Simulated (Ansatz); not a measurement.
A run of Ansatz 0.2.0 is set up as follows.

The input input.yaml:

```yaml
crystal:
  lattice:
    - [0.0, 2.87015, 2.87015]
    - [2.87015, 0.0, 2.87015]
    - [2.87015, 2.87015, 0.0]
  atoms:
    - { symbol: Ag, position: [0.0, 0.0, 0.0] }
    - { symbol: Br, position: [0.5, 0.5, 0.5] }
kpoints:
  mp_grid: { grid: [8, 8, 8] }
scf:
  occupations: { method: fermi_dirac, width: 0.05 }
hamiltonian:
  xc: pbesol
  dispersion: d3bj
  pseudopotentials: { kind: all_electron, lapw: { basis_error: 0.001 } }
output:
  forces: true
  stress: true
relax:
  f_tol: 0.02
  max_steps: 60
  cell: {}
```

Potentials or basis: all-electron LAPW, scalar-relativistic.

The run is started by

```sh
$ ansatz run input.yaml --threads 1 --pin off --max-ram 3072MiB --backend cpu --events-out ev --progress --plain --runs-dir out
```

Task: Estimate the relaxed volume.

Result: 21.87 Å³/atom.

Task: Predict the relaxed cell.

Result: a = 3.955 Å, b = 3.955 Å, c = 3.955 Å, α = 60.00°, β = 60.00°, γ = 60.00°.

Task: Predict the band gap on the k mesh.

Result: 0.50 eV.

Final structure:
```
Ag Br
1.0
     0.00000    2.79655    2.79655
     2.79655    0.00000    2.79655
     2.79655    2.79655    0.00000
Ag Br
1 1
Direct
  0.00000 0.00000 0.00000
  0.50000 0.50000 0.50000
```

A k mesh can miss the band edges.
